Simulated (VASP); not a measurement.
# Ca: convergence, nudged elastic band

Ca, slab, 13 atoms in the cell. PBE, nudged elastic band; PAW potentials Ca_sv (PBE set). VASP 6.6.1.

Wanted: barrier within 0.02 eV.

Path: Ca hops from a hollow site to the next hollow site of Ca(100).

The series start from Moving images: 1; Force threshold EDIFFG (eV/Å): -0.05; Optimiser of the band: quasi-Newton, POTIM 0.3; Spring constant SPRING: -5; First guess of the path: IDPP. Each series keeps the choices made before it, and each single choice may use up half of a tolerance. Times cover all steps of a run.

## Force threshold EDIFFG (eV/Å)

| Force threshold EDIFFG (eV/Å) | Barrier (eV) | Time (s) |
|---|---|---|
| -0.3 | 0.326 | 367 |
| -0.1 | 0.294 | 414 |
| -0.05 | 0.289 | 472 |
| -0.02 (reference) | 0.287 | 541 |

Chosen: -0.1, the loosest value from which every tighter one stays within half of the tolerance.

## Optimiser of the band

| Optimiser of the band | Barrier (eV) | Time (s) |
|---|---|---|
| quasi-Newton, POTIM 0.3 | 0.294 | 414 |
| quasi-Newton, POTIM 0.5 | 0.305 | 380 |
| quasi-Newton, POTIM 0.3, 2 steps kept | 0.291 | 400 |
| velocity quench, POTIM 0.1 | 0.304 | 403 |
| damped dynamics, POTIM 0.2, SMASS 0.8 | 0.303 | 443 |
| damped dynamics, POTIM 0.1, SMASS 2 (steepest descent) | 0.301 | 854 |

Chosen: quasi-Newton, POTIM 0.3, 2 steps kept; it saves 13.9 s of 414, so quasi-Newton, POTIM 0.3 would do nearly as well.

## Spring constant SPRING

| Spring constant SPRING | Barrier (eV) | Time (s) |
|---|---|---|
| -5 | 0.291 | 400 |
| -1 | 0.291 | 419 |
| -15 | 0.291 | 418 |
| 0 | 0.291 | 418 |

Chosen: -5; no other choice that stays within half of the tolerance saves 30 % of the time.

## First guess of the path

| First guess of the path | Barrier (eV) | Time (s) |
|---|---|---|
| IDPP | 0.291 | 400 |
| linear | 0.291 | 401 |

Chosen: IDPP.

## All choices together

| Input | Barrier (eV) | Time (s) |
|---|---|---|
| conjugate gradient (naive) | 0.290 | 443 |
| chosen settings | 0.291 | 400 |
| reference settings throughout | 0.287 | 541 |

The tolerance is met.

## The input

INCAR.step1:
```
ALGO     = Normal         # electronic algorithm
EDIFF    = 1E-6           # SCF threshold, eV
EDIFFG   = -0.02          # ionic threshold
ENCUT    = 300            # plane-wave cutoff, eV
IBRION   = 2              # ionic algorithm
ISIF     = 2              # what is computed and relaxed
ISMEAR   = 1              # smearing method
LASPH    = True           # aspherical terms in the spheres
LCHARG   = False          # write CHGCAR
LREAL    = False          # projectors in reciprocal space
LWAVE    = False          # write WAVECAR
NELM     = 100            # most SCF steps
NSW      = 100            # ionic steps
POTIM    = 0.5            # step
PREC     = Normal         # precision mode
SIGMA    = 0.1            # smearing width, eV
```

INCAR.step3, as INCAR.step1 but for:
```
- EDIFFG = -0.02
- IBRION = 2
- ISIF = 2
- POTIM = 0.5
+ EDIFFG = -0.1
+ IBRION = 1
+ IMAGES = 1
+ NFREE = 2
+ POTIM = 0.3
+ SPRING = -5
```

KPOINTS:
```
k-points
0
Gamma
  2 2 1
```

00/POSCAR:
```
Ca
1.0
    7.9031910720      0.0000000000      0.0000000000
    0.0000000000      7.9031910720      0.0000000000
    0.0000000000      0.0000000000     20.7584000000
Ca
13
Selective dynamics
Direct
    0.0000000000      0.0000000000      0.2890396177  F F F
    0.5000000000      0.0000000000      0.2890396177  F F F
    0.0000000000      0.5000000000      0.2890396177  F F F
    0.5000000000      0.5000000000      0.2890396177  F F F
    0.2500000000      0.2500000000      0.4183354122  T T T
    0.7500000000      0.2500000000      0.4183752053  T T T
    0.2500000000      0.7500000000      0.4183752053  T T T
    0.7500000000      0.7500000000      0.4188650821  T T T
    0.9996601160      0.9996601160      0.5501532633  T T T
    0.5003398840      0.9996601160      0.5501532633  T T T
    0.9996601160      0.5003398840      0.5501532633  T T T
    0.5003398840      0.5003398840      0.5501532633  T T T
    0.2500000000      0.2500000000      0.6749877964  T T T
```

01/POSCAR:
```
Ca
1.0
    7.9031910720      0.0000000000      0.0000000000
    0.0000000000      7.9031910720      0.0000000000
    0.0000000000      0.0000000000     20.7584000000
Ca
13
Selective dynamics
Direct
    0.0000000000      0.0000000000      0.2890396177  F F F
    0.5000000000      0.0000000000      0.2890396177  F F F
    0.0000000000      0.5000000000      0.2890396177  F F F
    0.5000000000      0.5000000000      0.2890396177  F F F
    0.2499910519      0.2499999981      0.4183461151  T T T
    0.7500090030      0.2499999981      0.4183461430  T T T
    0.2499967955      0.7500013911      0.4186171236  T T T
    0.7500032599      0.7500013910      0.4186169477  T T T
    1.0000605047      0.9996890302      0.5501676837  T T T
    0.4999978559      0.9993401437      0.5499934464  T T T
    1.0000605049      0.5003109690      0.5501676842  T T T
    0.4999978559      0.5006598612      0.5499934432  T T T
    0.4999998289      0.2499972195      0.6753012349  T T T
```

02/POSCAR:
```
Ca
1.0
    7.9031910720      0.0000000000      0.0000000000
    0.0000000000      7.9031910720      0.0000000000
    0.0000000000      0.0000000000     20.7584000000
Ca
13
Selective dynamics
Direct
    0.0000000000      0.0000000000      0.2890396177  F F F
    0.5000000000      0.0000000000      0.2890396177  F F F
    0.0000000000      0.5000000000      0.2890396177  F F F
    0.5000000000      0.5000000000      0.2890396177  F F F
    0.2500000000      0.2500000000      0.4183751117  T T T
    0.7500000000      0.2500000000      0.4183353507  T T T
    0.2500000000      0.7500000000      0.4188649269  T T T
    0.7500000000      0.7500000000      0.4183751117  T T T
    1.0003399647      0.9996600353      0.5501530618  T T T
    0.4996600353      0.9996600353      0.5501530618  T T T
    1.0003399647      0.5003399647      0.5501530618  T T T
    0.4996600353      0.5003399647      0.5501530618  T T T
    0.7500000000      0.2500000000      0.6749874699  T T T
```

POSCAR.step1:
```
Ca
1.0
    7.9031910720      0.0000000000      0.0000000000
    0.0000000000      7.9031910720      0.0000000000
    0.0000000000      0.0000000000     20.7584000000
Ca
13
Selective dynamics
Direct
    0.0000000000      0.0000000000      0.2890396177  F F F
    0.5000000000      0.0000000000      0.2890396177  F F F
    0.0000000000      0.5000000000      0.2890396177  F F F
    0.5000000000      0.5000000000      0.2890396177  F F F
    0.2500000000      0.2500000000      0.4236453677  T T T
    0.7500000000      0.2500000000      0.4236453677  T T T
    0.2500000000      0.7500000000      0.4236453677  T T T
    0.7500000000      0.7500000000      0.4236453677  T T T
    0.0000000000      0.0000000000      0.5582511176  T T T
    0.5000000000      0.0000000000      0.5582511176  T T T
    0.0000000000      0.5000000000      0.5582511176  T T T
    0.5000000000      0.5000000000      0.5582511176  T T T
    0.2500000000      0.2500000000      0.6557015643  T T T
```

POSCAR.step2:
```
Ca
1.0
    7.9031910720      0.0000000000      0.0000000000
    0.0000000000      7.9031910720      0.0000000000
    0.0000000000      0.0000000000     20.7584000000
Ca
13
Selective dynamics
Direct
    0.0000000000      0.0000000000      0.2890396177  F F F
    0.5000000000      0.0000000000      0.2890396177  F F F
    0.0000000000      0.5000000000      0.2890396177  F F F
    0.5000000000      0.5000000000      0.2890396177  F F F
    0.2500000000      0.2500000000      0.4236453677  T T T
    0.7500000000      0.2500000000      0.4236453677  T T T
    0.2500000000      0.7500000000      0.4236453677  T T T
    0.7500000000      0.7500000000      0.4236453677  T T T
    0.0000000000      0.0000000000      0.5582511176  T T T
    0.5000000000      0.0000000000      0.5582511176  T T T
    0.0000000000      0.5000000000      0.5582511176  T T T
    0.5000000000      0.5000000000      0.5582511176  T T T
   -0.2500000000      0.2500000000      0.6557015643  T T T
```

Commands (each step's output is kept before the next begins):
```
cat potpaw_PBE.64/Ca_sv/POTCAR > POTCAR
cp INCAR.step1 INCAR
cp POSCAR.step1 POSCAR
mpirun -np 8 vasp_std > vasp.out
cp POSCAR.step2 POSCAR
mpirun -np 8 vasp_std > vasp.out
# 00 and 02 hold the relaxed ends; the images between are interpolated (pair-distance (IDPP))
cp INCAR.step3 INCAR
mpirun -np 8 vasp_std > vasp.out
```

The naive input happens to agree within the tolerance here, in 443 s.

Limits: the slab is thin and the surface cell small, so the value carries both errors; a single image in the middle can't show two humps with a dip between them, and says nothing of the springs.

The chosen input took VASP 6.6.1 400 s on 8 cores (Intel Xeon 6975P-C (Granite Rapids)), a shared host.
